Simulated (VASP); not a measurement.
# Ag in VASP: relaxation of the atoms with PBE

Aim: the relaxation of the atoms of Ag with PBE.

Everything below comes from runs of VASP 6.6.1. Logs are shortened: lines on timing, memory, paths and dates and some standing lists are left out, and cuts for length are marked.

## Step 1: The slab as given

The cell holds a slab with vacuum, 1 atom: a = 2.923 Å, b = 2.923 Å, c = 20.704 Å, α = 90.00°, β = 90.00°, γ = 120.00°.

The cell was built by a generator and needn't be a form met in nature.

## Step 2: Relaxation of the atoms, PBE

Input file INCAR:

```
  PREC = Accurate
  ENCUT = 520
  EDIFF = 1E-6
  ISMEAR = 1
  SIGMA = 0.1
  LREAL = F
  LASPH = T
  NELM = 120
  ALGO = Normal
  ISIF = 2
  LWAVE = F
  LCHARG = F
  LDIPOL = T
  IDIPOL = 3
  DIPOL = 0.5 0.5 0.500
  GGA = PE
  IBRION = 2
  NSW = 90
  EDIFFG = -0.02
  KPAR = 2
```

Input file KPOINTS:

```
regular mesh
0
Gamma
  13 13 1
```

Input file POSCAR:

```
Ag
1.0
    1.4613884900      2.5311991400      0.0000000000
   -2.9227769700      0.0000000000      0.0000000000
    0.0000000000      0.0000000000     20.7044543700
Ag
1
Direct
    0.0000000000      0.0000000000      0.5000000000
```

Potentials or basis: VASP PAW PBE potentials, release 64 (Ag).

Launch:

```console
$ cat potpaw_PBE.64/Ag/POTCAR > POTCAR
$ mpirun -np 2 vasp_std > vasp.out
```

OUTCAR:

```text
PREC = Accurate
   ENCUT = 520
   EDIFF = 1E-6
   ISMEAR = 1
   LREAL = F
   LASPH = T
   NELM = 120
   ISIF = 2
   GGA = PE
   IBRION = 2
   NSW = 90
   EDIFFG = -0.02

 ion  position               nearest neighbor table
   1  0.000  0.000  0.500-

  LATTYP: Found a hexagonal cell.
 ALAT       =     2.9227770023
 C/A-ratio  =     7.0838296435

  Lattice vectors:

 A1 = (   1.4613884900,   2.5311991400,   0.0000000000)
 A2 = (  -2.9227769700,   0.0000000000,   0.0000000000)
 A3 = (   0.0000000000,   0.0000000000,  20.7044543700)

Analysis of symmetry for initial positions (statically):
=====================================================================
 Subroutine PRICEL returns:
 Original cell was already a primitive cell.

 Routine SETGRP: Setting up the symmetry group for a
 hexagonal supercell.

 Subroutine GETGRP returns: Found 24 space group operations
 (whereof 24 operations were pure point group operations)
 out of a pool of 24 trial point group operations.

The static configuration has the point symmetry D_6h.

Analysis of symmetry for dynamics (positions and initial velocities):
=====================================================================
 Subroutine PRICEL returns:
 Original cell was already a primitive cell.

 Routine SETGRP: Setting up the symmetry group for a
 hexagonal supercell.

 Subroutine GETGRP returns: Found 24 space group operations
 (whereof 24 operations were pure point group operations)
 out of a pool of 24 trial point group operations.

The dynamic configuration has the point symmetry D_6h.

 Subroutine INISYM returns: Found 24 space group operations
 (whereof 24 operations are pure point group operations),
 and found     1 'primitive' translations

----------------------------------------------------------------------------------------

                                     Primitive cell

  volume of cell :     153.1743

  direct lattice vectors                    reciprocal lattice vectors
     1.461388490  2.531199140  0.000000000     0.000000000  0.395069666  0.000000000
    -2.922776970  0.000000000  0.000000000    -0.342140372  0.197534834  0.000000000
     0.000000000  0.000000000 20.704454370     0.000000000  0.000000000  0.048298785

  length of vectors
     2.922777002  2.922776970 20.704454370     0.395069666  0.395069671  0.048298785

  position of ions in fractional coordinates (direct lattice)
     0.000000000  0.000000000  0.500000000

  ion indices of the primitive-cell ions
   primitive index   ion index
                 1           1

----------------------------------------------------------------------------------------

 KPOINTS: regular mesh

Automatic generation of k-mesh.
 Grid dimensions read from file:
 generate k-points for:   13   13    1

 Generating k-lattice:

  Cartesian coordinates                     Fractional coordinates (reciprocal lattice)
     0.000000000  0.030389974  0.000000000     0.076923077  0.000000000  0.000000000
    -0.026318490  0.015194987  0.000000000     0.000000000  0.076923077  0.000000000
     0.000000000  0.000000000  0.048298785     0.000000000  0.000000000  1.000000000

  Length of vectors
     0.030389974  0.030389975  0.048298785

  Shift w.r.t. Gamma in fractional coordinates (k-lattice)
     0.000000000  0.000000000  0.000000000

 Subroutine IBZKPT returns following result:
 ===========================================

 Found     21 irreducible k-points:

 Following reciprocal coordinates:
            Coordinates               Weight
  0.000000  0.000000  0.000000      1.000000
  0.076923  0.000000  0.000000      6.000000
  0.153846  0.000000  0.000000      6.000000
  0.230769  0.000000  0.000000      6.000000
  0.307692  0.000000  0.000000      6.000000
  0.384615  0.000000  0.000000      6.000000
[... 13 lines left out ...]
  0.384615  0.230769  0.000000      6.000000
  0.307692  0.307692  0.000000      6.000000
   k-points           NKPTS =     21   k-points in BZ     NKDIM =     21   number of bands    NBANDS=      9
   number of dos      NEDOS =    301   number of ions     NIONS =      1
   total plane-waves  NPLWV =  92160
   dimension x,y,z NGX =    24 NGY =   24 NGZ =  160
   dimension x,y,z NGXF=    48 NGYF=   48 NGZF=  320
   ions per type =               1
   NGX,Y,Z   is equivalent  to a cutoff of  13.65, 13.65, 12.85 a.u.
   NGXF,Y,Z  is equivalent  to a cutoff of  27.30, 27.30, 25.69 a.u.
 SYSTEM =  unknown system
   PREC   = accura    normal or accurate (medium, high low for compatibility)
   ISTART =      0    job   : 0-new  1-cont  2-samecut
   ICHARG =      2    charge: 1-file 2-atom 10-const
   ISPIN  =      1    spin polarized calculation?
   LNONCOLLINEAR =      F non collinear calculations
   LSORBIT =      F    spin-orbit coupling
   LASPH  =      T    aspherical Exc in radial PAW
   ENCUT  =  520.0 eV  38.22 Ry    6.18 a.u.   5.43  5.43 38.50*2*pi/ulx,y,z
   NELM   =    120;   NELMIN=  2; NELMDL= -5     # of ELM steps
   EDIFF  = 0.1E-05   stopping-criterion for ELM
   LREAL  =      F    real-space projection
   EDIFFG = -.2E-01   stopping-criterion for IOM
   NSW    =     90    number of steps for IOM
   IBRION =      2    ionic relax: 0-MD 1-quasi-New 2-CG
   NFREE  =      1    steps in history (QN), initial steepest desc. (CG)
   ISIF   =      2    stress and relaxation
   ISYM   =      2    0-nonsym 1-usesym 2-fastsym
   POTIM  = 0.5000    time-step for ionic-motion
   TEBEG  =    0.0;   TEEND  =   0.0 temperature during run
   PSTRESS=    0.0 pullay stress
   NELECT =      11.0000    total number of electrons
   NUPDOWN=      -1.0000    fix difference up-down
   EMIN   =  10.00;   EMAX   =-10.00  energy-range for DOS
   EFERMI =   0.00;   METHOD = LEGACY
   ISMEAR =     1;   SIGMA  =   0.10  broadening in eV -4-tet -1-fermi 0-gaus
   EFERMI_NEDOS =   21; number of points for ismear=-14 and -15
   IALGO  =     38    algorithm
   IMIX   =      4    mixing-type and parameters
     AMIX     =   0.40;   BMIX     =  1.00
     AMIX_MAG =   1.60;   BMIX_MAG =  1.00
  volume/ion in A,a.u.               =     153.17      1033.67
  Fermi-wavevector in a.u.,A,eV,Ry     =   0.680472  1.285906  6.300077  0.463043
  Thomas-Fermi vector in A             =   1.758973
   LORBIT       =      0    0 simple, 1 ext, 2 COOP (PROOUT), +10 PAW based schemes
   GGA     = PE    functional components
   LHFCALC =     F    Hartree Fock is set to
   AEXX    =    0.0000 exact exchange contribution
   IVDW    =     0    specifies the selected vdW correction
   LEPSILON=     F    determine dielectric tensor
   LRPA    =     F    only Hartree local field effects (RPA)
 conjugate gradient relaxation of ions
 non-spin polarized calculation
 Methfessel and Paxton  Order N= 1 SIGMA  =   0.10
  energy-cutoff  :      520.00
  volume of cell :      153.17
 maximum number of plane-waves:      4193
 NGX is ok and might be reduce to    24
   NGX = 11   NGY = 11   NGZ = 77

 number of electron      11.0000004 magnetization

 dipolmoment           0.000000      0.000000     -0.000000 electrons x Angstroem

 Free energy of the ion-electron system (eV)
  ---------------------------------------------------
  ext. energy  EPLUGINS =         0.00000000
  ---------------------------------------------------
  free energy    TOTEN  =        -2.18524638 eV

  energy without entropy =       -2.18528763  energy(sigma->0) =       -2.18526013

 E-fermi :  -3.5802     XC(G=0):  -2.1437

 val. band max:       -3.6488334076   @ k =   0.3077   0.0769   0.0000
 cond. band min:      -3.1287011360   @ k =   0.3846   0.0000   0.0000
 fundamental gap:      0.5201322716
 Fermi energy:        -3.5801606536

 k-point     1 :       0.0000    0.0000    0.0000
  band No.  band energies     occupation
      1      -8.4651      2.00000
      2      -7.0288      2.00000
      3      -7.0288      2.00000
      4      -6.1750      2.00000
      5      -5.9836      2.00000
      6      -5.9836      2.00000
      7      -1.9316     -0.00000
      8       1.1452      0.00000
      9       1.6810      0.00000

 k-point     2 :       0.0769    0.0000    0.0000
  band No.  band energies     occupation
      1      -8.3250      2.00000
      2      -7.0719      2.00000
      3      -6.9505      2.00000
      4      -6.1127      2.00000
      5      -6.0987      2.00000
      6      -5.9988      2.00000
      7      -1.7124     -0.00000
      8       1.2801      0.00000
      9       1.8256      0.00000

 k-point     3 :       0.1538    0.0000    0.0000
  band No.  band energies     occupation
      1      -7.9849      2.00000
      2      -7.1371      2.00000
      3      -6.7276      2.00000
      4      -6.3780      2.00000
      5      -6.0406      2.00000
      6      -5.9018      2.00000
      7      -1.1135      0.00000
      8       1.6850      0.00000
      9       2.2573      0.00000

 k-point     4 :       0.2308    0.0000    0.0000
  band No.  band energies     occupation
      1      -7.8157      2.00000
      2      -6.9459      2.00000
      3      -6.7056      2.00000
      4      -6.3966      2.00000
      5      -6.0989      2.00000
      6      -5.4357      2.00000
      7      -0.2327      0.00000
      8       2.3603      0.00000
      9       2.9703      0.00000
[... 169 lines left out ...]
 k-point    19 :       0.3077    0.2308    0.0000
  band No.  band energies     occupation
      1      -7.4586      2.00000
      2      -7.1162      2.00000
      3      -6.6207      2.00000
      4      -6.5873      2.00000
      5      -6.1064      2.00000
      6      -0.7413      0.00000
      7       3.4137      0.00000
      8       3.8434      0.00000
      9       5.4281      0.00000

 k-point    20 :       0.3846    0.2308    0.0000
  band No.  band energies     occupation
      1      -7.4752      2.00000
      2      -7.1161      2.00000
      3      -6.6457      2.00000
      4      -6.4361      2.00000
      5      -6.2044      2.00000
      6       0.8127      0.00000
      7       1.6549      0.00000
      8       4.8282      0.00000
      9       5.2059      0.00000

 k-point    21 :       0.3077    0.3077    0.0000
  band No.  band energies     occupation
      1      -7.1478      2.00000
      2      -7.0067      2.00000
      3      -6.7907      2.00000
      4      -6.7784      2.00000
      5      -6.2096      2.00000
      6       1.0890      0.00000
      7       2.9282      0.00000
      8       3.3165      0.00000
      9       5.1285      0.00000

------------------------ aborting loop because EDIFF is reached ----------------------------------------

 vacuum level on the upper side and lower side of the slab       (xc-potential included)        -0.175        -0.175

  FORCE on cell =-STRESS in cart. coord.  units (eV):
  Direction    XX          YY          ZZ          XY          YZ          ZX
  --------------------------------------------------------------------------------------
  -------------------------------------------------------------------------------------
  Total       -1.1644383     -1.1644384     -0.0079641     -0.0000000     -0.0000000      0.0000000
  in kB      -12.1798318    -12.1798322     -0.0833035     -0.0000000     -0.0000000      0.0000000
  external PRESSURE =      -8.1476558 kB  Pullay stress =       0.0000000 kB

 VOLUME and BASIS-vectors are now :
 -----------------------------------------------------------------------------
  energy-cutoff  :      520.00
  volume of cell :      153.17
      direct lattice vectors                 reciprocal lattice vectors
     1.461388490  2.531199140  0.000000000     0.000000000  0.395069666  0.000000000
    -2.922776970  0.000000000  0.000000000    -0.342140372  0.197534834  0.000000000
     0.000000000  0.000000000 20.704454370     0.000000000  0.000000000  0.048298785

 POSITION                                       TOTAL-FORCE (eV/Angst)
 -----------------------------------------------------------------------------------
      0.00000      0.00000     10.35223         0.000000      0.000000      0.000000
 -----------------------------------------------------------------------------------
    total drift:                                0.000000      0.000000     -0.000000

  FREE ENERGIE OF THE ION-ELECTRON SYSTEM (eV)
  ---------------------------------------------------
  free  energy   TOTEN  =        -2.1852463791 eV

  energy  without entropy=       -2.1852876286  energy(sigma->0) =       -2.18526013

 reached required accuracy - stopping structural energy minimisation

 vacuum level on the upper side and lower side of the slab         1.282         1.282
```

Wall time 20 s (2 MPI ranks of Intel Xeon 6975P-C (Granite Rapids), shared host); peak memory 0.28 GiB.

Results:

| Item | Value |
| --- | --- |
| Free energy | -2.1852 eV |
| Band gap on the k mesh | none (metal or under the smearing width) |

Final structure:
```xyz
1
Lattice="1.4614 2.5312 0.0000 -2.9228 0.0000 0.0000 0.0000 0.0000 20.7045" Properties=species:S:1:pos:R:3 pbc="T T T"
Ag    0.0000    0.0000   10.3522
```

Levels at points of the mesh, in eV from the Fermi level:
| k point | band 4 | band 5 | band 6 | band 7 | band 8 | band 9 |
| --- | --- | --- | --- | --- | --- | --- |
| (0.00, 0.00, 0.00) | -2.59 | -2.40 | -2.40 | 1.65 | 4.73 | 5.26 |

Caveat: the relaxation stopped at its first step, so nothing moved.
